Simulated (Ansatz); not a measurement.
Runs of Ansatz 0.2.0 on TiO. Symmetry: P-6m2, No. 187, hexagonal system. The conventional cell has a = 3.031 Å, b = 3.031 Å, c = 3.238 Å, α = 90.00°, β = 90.00°, γ = 120.00°. Ti (site symmetry -6m2) is surrounded by 6 O at 2.38 Å. O (site symmetry -6m2) has 6 Ti at 2.38 Å as nearest neighbours. 

```tsv
level	cutoff (eV)	gap on the mesh (eV)	pressure (GPa)
PBEsol0	420	1.14	-46.0
HF	420	7.92	(a)
PBE0	420	1.18	-42.1
r2SCAN50	500	2.74	-49.0
```

Alike in all rows: task single point; potentials or basis Ansatz PAW; no spin polarisation; cell as given; k mesh 5 × 5 × 4; smearing fermi-dirac 0.05 eV; the mesh is coarse, so values aren't converged.

Question: Estimate the missing entries.

Answer: (a) -18.3.

Caveats: all runs use coarse meshes; odd divisions of the mesh miss points on the zone boundary, where band edges often lie, so the gap on the mesh can be too wide; the PAW data sets come from PBE, with cores solved anew for the run's functional, which leaves a small shift of forces and pressure; the thresholds are loose for stress; a pressure of tens of GPa on the cell as given is suspect, and the run, the potentials or the cell itself is likely at fault (some runs); so large a pressure means that the cell lies far from this level's equilibrium, or that cutoff or potentials fall short (some runs).

A k mesh can miss the band edges.
